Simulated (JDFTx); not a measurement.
# C (Fd-3m) in JDFTx: notebook

One crystal, C, is run at these levels: PBEsol; tasks: equation of state.

All numbers are computed with JDFTx 1.7.0 (patched build); they aren't measurements. Logs are shortened: lines on timing, memory, paths and dates and some standing lists are left out, and cuts for length are marked. The log counts tension as positive stress, the text compression.

**What was measured.**

From “Equation of state of cubic boron nitride at high pressures and temperatures”, 2007, arxiv:cond-mat/0702656, for a bulk crystal of C: bulk modulus 444.8 ± 0.8 GPa.

The runs below are set against these values where they give the same quantity.

## (1) The crystal as given

Symmetry: Fd-3m, No. 227, cubic system. The conventional cell has a = 3.567 Å, b = 3.567 Å, c = 3.567 Å, α = 90.00°, β = 90.00°, γ = 90.00°. C (site symmetry -43m) has 4 C at 1.54 Å as nearest neighbours.

This isn't the form of C at room conditions, which is graphite.

## (2) Equation of state, PBEsol, 5.33 Å³/atom (volume scaled by 0.94)

File C.in:

```
lattice \
    0.0000000000     3.3012844142     3.3012844142 \
    3.3012844142     0.0000000000     3.3012844142 \
    3.3012844142     3.3012844142     0.0000000000
coords-type Cartesian
ion C      4.9519266213     4.9519266213     4.9519266213 1
ion C      3.3012844142     3.3012844142     3.3012844142 1

ion-species pseudo/C.upf
elec-cutoff 41 328
elec-ex-corr gga-PBEsol
kpoint-folding 13 13 13
elec-smearing Fermi 0.0018374661
elec-n-bands 9
electronic-SCF nIterations 100 energyDiffThreshold 1e-09
electronic-minimize nIterations 30 energyDiffThreshold 1e-7
forces-output-coords Cartesian

dump-name run.$VAR
dump End Ecomponents EigStats BandEigs Kpoints Forces Stress ElecDensity Dtot KEdensity
```

Potentials or basis: PseudoDojo-SR-PBEsol-0.4.1-standard with smoothed tails.

On the command line:

```console
$ jdftx -c 1 -i C.in -o C.out
```

Output:

```text
*************** JDFTx 1.7.0 (patched build) ***************

[... 5 lines left out ...]
Found 48 point-group symmetries of the bravais lattice
Found 48 space-group symmetries with basis
Applied RMS atom displacement 6.70209e-16 bohrs to make symmetries exact.

---------- Initializing the Grid ----------
R =
[            0      3.30128      3.30128  ]
[      3.30128            0      3.30128  ]
[      3.30128      3.30128            0  ]
unit cell volume = 71.958
G =
[  -0.951627   0.951627   0.951627  ]
[   0.951627  -0.951627   0.951627  ]
[   0.951627   0.951627  -0.951627  ]
Minimum fftbox size, Smin = [  40  40  40  ]
Chosen fftbox size, S = [  40  40  40  ]

---------- Initializing tighter grid for wavefunction operations ----------
R =
[            0      3.30128      3.30128  ]
[      3.30128            0      3.30128  ]
[      3.30128      3.30128            0  ]
unit cell volume = 71.958
G =
[  -0.951627   0.951627   0.951627  ]
[   0.951627  -0.951627   0.951627  ]
[   0.951627   0.951627  -0.951627  ]
Minimum fftbox size, Smin = [  28  28  28  ]
Chosen fftbox size, S = [  28  28  28  ]

---------- Exchange Correlation functional ----------
Initalized PBEsol GGA exchange.
Initalized PBEsol GGA correlation.

---------- Setting up pseudopotentials ----------
Width of ionic core gaussian charges (only for fluid interactions / plotting) set to 0

Reading pseudopotential file 'pseudo/C.upf':
  'C' pseudopotential, 'PBESOL' functional
  Generated using ONCVPSP code by D. R. Hamann
  4 valence electrons, 2 orbitals, 4 projectors, 1001 radial grid points, with lMax = 1
    2S    l: 0   occupation:  2.0   eigenvalue: -0.501565
    2P    l: 1   occupation:  2.0   eigenvalue: -0.192331
  Core radius for overlap checks: 1.21 bohrs.

Initialized 1 species with 2 total atoms.

Folded 1 k-points by 13x13x13 to 2197 k-points.

---------- Setting up k-points, bands, fillings ----------
Reduced to 84 k-points under symmetry.
Computing the number of bands and number of electrons
Calculating initial fillings.
nElectrons:   8.000000   nBands: 9   nStates: 84

----- Setting up reduced wavefunction bases (one per k-point) -----
average nbasis = 902.698 , ideal nbasis = 902.295

---------- Setting up ewald sum ----------
Optimum gaussian width for ewald sums = 1.499386 bohr.
Real space sum over 1331 unit cells with max indices [  5  5  5  ]
Reciprocal space sum over 2197 terms with max indices [  6  6  6  ]

---------- Allocating electronic variables ----------
Initializing wave functions:  linear combination of atomic orbitals
Note: number of bands (9) exceeds available atomic orbitals (8)
C pseudo-atom occupations:   s ( 2 )  p ( 2 )
	FillingsUpdate:  mu: +0.700000000  nElectrons: 8.000000
LCAOMinimize: Iter:   0  F: -11.3782106651076926  |grad|_K:  5.413e-04  alpha:  1.000e+00
	FillingsUpdate:  mu: +0.700000000  nElectrons: 8.000000
LCAOMinimize: Iter:   1  F: -11.3791517028934255  |grad|_K:  5.618e-06  alpha:  9.429e-01  linmin:  4.861e-01  cgtest: -9.579e-01
	FillingsUpdate:  mu: +0.700000000  nElectrons: 8.000000
LCAOMinimize: Iter:   2  F: -11.3791517069572521  |grad|_K:  5.514e-06  alpha:  7.102e-01  linmin:  1.133e-06  cgtest:  9.808e-01
	FillingsUpdate:  mu: +0.700000000  nElectrons: 8.000000
LCAOMinimize: Iter:   3  F: -11.3791518033798109  |grad|_K:  1.431e-08  alpha:  9.322e-01  linmin: -1.984e-02  cgtest:  4.161e-02
LCAOMinimize: Encountered beta<0, resetting CG.
LCAOMinimize: Converged (|Delta F|<1.000000e-06 for 2 iters).

-------- Electronic minimization -----------
Will mix electronic density at each iteration.
	FillingsUpdate:  mu: +0.700000000  nElectrons: 8.000000
	FillingsUpdate:  mu: +0.632759510  nElectrons: 8.000000
SCF: Cycle:  0   F: -11.431619666467789   dF: -5.247e-02   |Residual|: 6.029e-02   |deigs|: 1.757e-01
	FillingsUpdate:  mu: +0.635879777  nElectrons: 8.000000
SCF: Cycle:  1   F: -11.432105548521580   dF: -4.859e-04   |Residual|: 2.972e-02   |deigs|: 6.423e-03
	FillingsUpdate:  mu: +0.639250017  nElectrons: 8.000000
SCF: Cycle:  2   F: -11.432248147699827   dF: -1.426e-04   |Residual|: 2.668e-03   |deigs|: 5.440e-03
	FillingsUpdate:  mu: +0.639186499  nElectrons: 8.000000
SCF: Cycle:  3   F: -11.432248719400121   dF: -5.717e-07   |Residual|: 8.368e-04   |deigs|: 4.367e-04
	FillingsUpdate:  mu: +0.639290180  nElectrons: 8.000000
SCF: Cycle:  4   F: -11.432248833728780   dF: -1.143e-07   |Residual|: 9.847e-05   |deigs|: 1.531e-04
	FillingsUpdate:  mu: +0.639303947  nElectrons: 8.000000
SCF: Cycle:  5   F: -11.432248842142648   dF: -8.414e-09   |Residual|: 4.698e-05   |deigs|: 6.230e-05
	FillingsUpdate:  mu: +0.639305051  nElectrons: 8.000000
SCF: Cycle:  6   F: -11.432248844199586   dF: -2.057e-09   |Residual|: 5.730e-06   |deigs|: 3.681e-04
	FillingsUpdate:  mu: +0.639304441  nElectrons: 8.000000
SCF: Cycle:  7   F: -11.432248844396163   dF: -1.966e-10   |Residual|: 1.502e-06   |deigs|: 3.316e-04
	FillingsUpdate:  mu: +0.639304442  nElectrons: 8.000000
SCF: Cycle:  8   F: -11.432248844452479   dF: -5.632e-11   |Residual|: 7.803e-07   |deigs|: 1.478e-04
SCF: Converged (|Delta E|<1.000000e-09 for 2 iters).

Setting wave functions to eigenvectors of Hamiltonian

# Stress tensor in Cartesian coordinates [Eh/a0^3]:
[ -0.000921343            0            0  ]
[            0 -0.000921343            0  ]
[            0            0 -0.000921343  ]

# Ionic positions in cartesian coordinates:
ion C   4.951926621300001   4.951926621300001   4.951926621300001 1
ion C   3.301284414200000   3.301284414200000   3.301284414200001 1

# Forces in Cartesian coordinates:
force C  -0.000000000000000  -0.000000000000000   0.000000000000000 1
force C   0.000000000000000   0.000000000000000  -0.000000000000000 1

# Energy components:
   Eewald =      -13.0538235868955663
       EH =        0.9170206197592067
     Eloc =       -3.5408174939325483
      Enl =       -0.6187257469176332
      Exc =       -4.3634184331770731
 Exc_core =        0.5742048348438835
       KE =        8.6533109618672555
-------------------------------------
     Etot =      -11.4322488444524772
       TS =        0.0000000000000014
-------------------------------------
        F =      -11.4322488444524790

IonicMinimize: Iter:   0  F: -11.432248844452479  |grad|_K:  1.266e-35
IonicMinimize: Converged (|grad|_K<1.000000e-04).

#--- Lowdin population analysis ---
# oxidation-state C +0.014 +0.014

Dumping 'run.eigStats' ...
	eMin: -0.290165 at state 0 ( [ +0.000000 +0.000000 +0.000000 ] spin 0 )
	HOMO: +0.533202 at state 0 ( [ +0.000000 +0.000000 +0.000000 ] spin 0 )
	mu  : +0.639304
	LUMO: +0.687409 at state 43 ( [ +0.000000 +0.384615 +0.384615 ] spin 0 )
	eMax: +1.415300 at state 47 ( [ +0.000000 +0.461538 +0.461538 ] spin 0 )
	HOMO-LUMO gap: +0.154207
	Optical gap  : +0.210826 at state 0 ( [ +0.000000 +0.000000 +0.000000 ] spin 0 )
Done!
[note: mu as printed may lie anywhere between the filled and the empty levels]
```

It took 9.2 s on 1 thread of AMD EPYC 9R45 (Zen 5), shared host; peak memory 0.07 GiB.

Results:

| Item | Value |
| --- | --- |
| Free energy | -311.0873 eV |
| Pressure | 27.1 GPa |
| Band gap on the k mesh | 4.20 eV, indirect (least direct gap 5.74 eV) |

Caveat: an odd mesh through Γ misses points on the zone boundary, where band edges often lie.

## (3) Equation of state, PBEsol, 5.44 Å³/atom (volume scaled by 0.96)

File C.in:

```
lattice \
    0.0000000000     3.3245336620     3.3245336620 \
    3.3245336620     0.0000000000     3.3245336620 \
    3.3245336620     3.3245336620     0.0000000000
coords-type Cartesian
ion C      4.9868004930     4.9868004930     4.9868004930 1
ion C      3.3245336620     3.3245336620     3.3245336620 1

ion-species pseudo/C.upf
elec-cutoff 41 328
elec-ex-corr gga-PBEsol
kpoint-folding 13 13 13
elec-smearing Fermi 0.0018374661
elec-n-bands 9
electronic-SCF nIterations 100 energyDiffThreshold 1e-09
electronic-minimize nIterations 30 energyDiffThreshold 1e-7
forces-output-coords Cartesian

dump-name run.$VAR
dump End Ecomponents EigStats BandEigs Kpoints Forces Stress
```

Potentials or basis: PseudoDojo-SR-PBEsol-0.4.1-standard with smoothed tails.

On the command line:

```console
$ jdftx -c 1 -i C.in -o C.out
```

Run time: 9.1 s. Hardware: 1 thread of AMD EPYC 9R45 (Zen 5), shared host; peak memory 0.07 GiB.

Results (log left out):

```yaml
Free_energy: -311.1180 eV
Pressure: 16.0 GPa
Band_gap_on_the_k_mesh: 4.15 eV, indirect (least direct gap 5.68 eV)
```

Caveat: an odd mesh through Γ misses points on the zone boundary, where band edges often lie.

## (4) Equation of state, PBEsol, 5.56 Å³/atom (volume scaled by 0.98)

File C.in:

```
lattice \
    0.0000000000     3.3474622049     3.3474622049 \
    3.3474622049     0.0000000000     3.3474622049 \
    3.3474622049     3.3474622049     0.0000000000
coords-type Cartesian
ion C      5.0211933074     5.0211933074     5.0211933074 1
ion C      3.3474622049     3.3474622049     3.3474622049 1

ion-species pseudo/C.upf
elec-cutoff 41 328
elec-ex-corr gga-PBEsol
kpoint-folding 13 13 13
elec-smearing Fermi 0.0018374661
elec-n-bands 9
electronic-SCF nIterations 100 energyDiffThreshold 1e-09
electronic-minimize nIterations 30 energyDiffThreshold 1e-7
forces-output-coords Cartesian

dump-name run.$VAR
dump End Ecomponents EigStats BandEigs Kpoints Forces Stress
```

On the command line:

```console
$ jdftx -c 1 -i C.in -o C.out
```

Run time: 9.1 s. Hardware: 1 thread of AMD EPYC 9R45 (Zen 5), shared host; peak memory 0.07 GiB.

The run converged. Its results:

```yaml
Free_energy: -311.1338 eV
Pressure: 5.9 GPa
Band_gap_on_the_k_mesh: 4.10 eV, indirect (least direct gap 5.62 eV)
```

Caveat: an odd mesh through Γ misses points on the zone boundary, where band edges often lie.

## (5) Equation of state, PBEsol, 5.67 Å³/atom

File C.in:

```
lattice \
    0.0000000000     3.3700808789     3.3700808789 \
    3.3700808789     0.0000000000     3.3700808789 \
    3.3700808789     3.3700808789     0.0000000000
coords-type Cartesian
ion C      5.0551213183     5.0551213183     5.0551213183 1
ion C      3.3700808789     3.3700808789     3.3700808789 1

ion-species pseudo/C.upf
elec-cutoff 41 328
elec-ex-corr gga-PBEsol
kpoint-folding 13 13 13
elec-smearing Fermi 0.0018374661
elec-n-bands 9
electronic-SCF nIterations 100 energyDiffThreshold 1e-09
electronic-minimize nIterations 30 energyDiffThreshold 1e-7
forces-output-coords Cartesian

dump-name run.$VAR
dump End Ecomponents EigStats BandEigs Kpoints Forces Stress
```

On the command line:

```console
$ jdftx -c 1 -i C.in -o C.out
```

Run time: 9.1 s. Hardware: 1 thread of AMD EPYC 9R45 (Zen 5), shared host; peak memory 0.07 GiB.

Results (log left out):

```yaml
Free_energy: -311.1359 eV
Pressure: -3.2 GPa
Band_gap_on_the_k_mesh: 4.05 eV, indirect (least direct gap 5.56 eV)
```

Caveat: an odd mesh through Γ misses points on the zone boundary, where band edges often lie.

## (6) Equation of state, PBEsol, 5.79 Å³/atom (volume scaled by 1.02)

File C.in:

```
lattice \
    0.0000000000     3.3923999456     3.3923999456 \
    3.3923999456     0.0000000000     3.3923999456 \
    3.3923999456     3.3923999456     0.0000000000
coords-type Cartesian
ion C      5.0885999185     5.0885999185     5.0885999185 1
ion C      3.3923999456     3.3923999456     3.3923999456 1

ion-species pseudo/C.upf
elec-cutoff 41 328
elec-ex-corr gga-PBEsol
kpoint-folding 13 13 13
elec-smearing Fermi 0.0018374661
elec-n-bands 9
electronic-SCF nIterations 100 energyDiffThreshold 1e-09
electronic-minimize nIterations 30 energyDiffThreshold 1e-7
forces-output-coords Cartesian

dump-name run.$VAR
dump End Ecomponents EigStats BandEigs Kpoints Forces Stress
```

Potentials or basis: PseudoDojo-SR-PBEsol-0.4.1-standard with smoothed tails.

On the command line:

```console
$ jdftx -c 1 -i C.in -o C.out
```

Wall time 9.2 s (1 thread of AMD EPYC 9R45 (Zen 5), shared host); peak memory 0.07 GiB.

Results (log left out):

- Free energy: -311.1255 eV
- Pressure: -11.6 GPa
- Band gap on the k mesh: 4.01 eV, indirect (least direct gap 5.51 eV)

Caveat: an odd mesh through Γ misses points on the zone boundary, where band edges often lie.

## (7) Equation of state, PBEsol, 5.90 Å³/atom (volume scaled by 1.04)

File C.in:

```
lattice \
    0.0000000000     3.4144291341     3.4144291341 \
    3.4144291341     0.0000000000     3.4144291341 \
    3.4144291341     3.4144291341     0.0000000000
coords-type Cartesian
ion C      5.1216437011     5.1216437011     5.1216437011 1
ion C      3.4144291341     3.4144291341     3.4144291341 1

ion-species pseudo/C.upf
elec-cutoff 41 328
elec-ex-corr gga-PBEsol
kpoint-folding 13 13 13
elec-smearing Fermi 0.0018374661
elec-n-bands 9
electronic-SCF nIterations 100 energyDiffThreshold 1e-09
electronic-minimize nIterations 30 energyDiffThreshold 1e-7
forces-output-coords Cartesian

dump-name run.$VAR
dump End Ecomponents EigStats BandEigs Kpoints Forces Stress
```

On the command line:

```console
$ jdftx -c 1 -i C.in -o C.out
```

Wall time 9.2 s (1 thread of AMD EPYC 9R45 (Zen 5), shared host); peak memory 0.07 GiB.

The run converged. Its results:

| Item | Value |
| --- | --- |
| Free energy | -311.1039 eV |
| Pressure | -19.2 GPa |
| Band gap on the k mesh | 3.96 eV, indirect (least direct gap 5.45 eV) |

Caveat: an odd mesh through Γ misses points on the zone boundary, where band edges often lie.

## (8) Equation of state, PBEsol, 6.01 Å³/atom (volume scaled by 1.06)

File C.in:

```
lattice \
    0.0000000000     3.4361776767     3.4361776767 \
    3.4361776767     0.0000000000     3.4361776767 \
    3.4361776767     3.4361776767     0.0000000000
coords-type Cartesian
ion C      5.1542665150     5.1542665150     5.1542665150 1
ion C      3.4361776767     3.4361776767     3.4361776767 1

ion-species pseudo/C.upf
elec-cutoff 41 328
elec-ex-corr gga-PBEsol
kpoint-folding 13 13 13
elec-smearing Fermi 0.0018374661
elec-n-bands 9
electronic-SCF nIterations 100 energyDiffThreshold 1e-09
electronic-minimize nIterations 30 energyDiffThreshold 1e-7
forces-output-coords Cartesian

dump-name run.$VAR
dump End Ecomponents EigStats BandEigs Kpoints Forces Stress
```

On the command line:

```console
$ jdftx -c 1 -i C.in -o C.out
```

It took 8.6 s on 1 thread of AMD EPYC 9R45 (Zen 5), shared host; peak memory 0.07 GiB.

Results (log left out):

```yaml
Free_energy: -311.0720 eV
Pressure: -26.1 GPa
Band_gap_on_the_k_mesh: 3.92 eV, indirect (least direct gap 5.40 eV)
```

Caveat: an odd mesh through Γ misses points on the zone boundary, where band edges often lie.

## (9) Equation of state, PBEsol

Potentials or basis: PseudoDojo-SR-PBEsol-0.4.1-standard with smoothed tails.

This step only gathers the single runs of the series.

What came out:

| Property | Result |
| --- | --- |
| Equilibrium volume | 5.63 Å³/atom |
| Bulk modulus | 449 GPa |
| Pressure derivative of the bulk modulus | 3.7 |

Energy against volume, from the lowest point:
```csv
volume (Å³/atom),energy (meV/atom)
5.332,24.26
5.445,8.91
5.558,1.04
5.672,0.00
5.785,5.16
5.899,15.97
6.012,31.92
```

## (10) For comparison

An earlier run on the cell as given: functional PBEsol; potentials or basis PseudoDojo-SR-PBEsol-0.4.1-standard with smoothed tails; cutoff 1116 eV; density cutoff 8925 eV; k mesh 13 × 13 × 13; occupations fermi-dirac, width 0.05 eV; no spin polarisation.

- Pressure: -3.2 GPa
- Band gap on the k mesh: 4.05 eV, indirect (least direct gap 5.56 eV)

## (11) How close it comes

Step 9. Against the measured bulk modulus of C, 444.8 GPa (quoted in “Equation of state of cubic boron nitride at high pressures and temperatures”, 2007, arxiv:cond-mat/0702656), the calculated 449 GPa is off by +0.9 %. 3 values of this kind are on record (442 to 444.8 GPa); this one was drawn at random among those near their median, those with a stated uncertainty first. The fit is for a static lattice scaled at fixed shape and fixed fractional positions. The cell as given is a measured one (5.67 Å³/atom); PBEsol puts the equilibrium volume -0.7 % from it, thermal expansion not counted.
